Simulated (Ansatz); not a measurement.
SrCl2: what a change of scf.mixing, scf.max_iter does

Level of theory: PBEsol, no spin polarisation, scalar-relativistic; Ansatz, plane waves to 420 eV (PAW set soft_2), k-mesh 6×6×6. These are the settings of the reference run.

Cell:

```yaml
crystal:
  lattice:
    - [0.00000, 3.45383, 3.45383]
    - [3.45383, 0.00000, 3.45383]
    - [3.45383, 3.45383, 0.00000]
  atoms:
    - { symbol: Sr, position: [0.00000, 0.00000, 0.00000] }
    - { symbol: Cl, position: [0.75000, 0.75000, 0.75000] }
    - { symbol: Cl, position: [0.25000, 0.25000, 0.25000] }
```

The reference run of this cell is solved again as a single point with these keys changed:

| key | reference run | changed run |
| --- | --- | --- |
| scf.mixing | not typed | {algorithm: anderson, beta: 0.005, ndim: 1} |
| scf.max_iter | not typed | 50 |

How does the changed run end?



| quantity | reference run | changed run |
| --- | --- | --- |
| energy, changed less reference (meV an atom) | 0 | 0.0 |
| pressure (GPa) | 0.0 | 0.0 |
| largest force (eV/Å) | 0.00 | 0.00 |
| gap on the mesh (eV) | 5.25 | 5.25 |

The results hardly move, so the changed setting does no harm here. It took 36 iterations.

Caveats: a single point, atoms not relaxed again; semilocal functionals make gaps too small and can close them.
